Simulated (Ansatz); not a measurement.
All numbers below come from DFT PBE, scalar-relativistic, plane waves, PAW in Ansatz.

Settings: cutoff 420 eV, Γ-centred mesh 10×10×10 on the computed 2-atom cell, Gaussian smearing of 0.05 eV; no spin polarisation.

Structure with the computed forces (eV/Å) in the last three columns:

```xyz
2
Lattice="0.0000 3.0869 3.1772 3.1772 0.0000 3.1772 3.1772 3.0869 0.0000" Properties=species:S:1:pos:R:3:forces:R:3 pbc="T T T" pressure_GPa=-3.69
Sn    0.0000   -0.1026    0.0000    0.0000   -0.0790    0.0000
Se    3.1772    3.1895    3.1772    0.0000    0.0790    0.0000
```

Stress tensor (GPa, compression positive):

```
-4.56  0.00  0.00
 0.00 -1.96  0.00
 0.00  0.00 -4.56
```

This rock-salt form isn't the usual stable structure of the compound.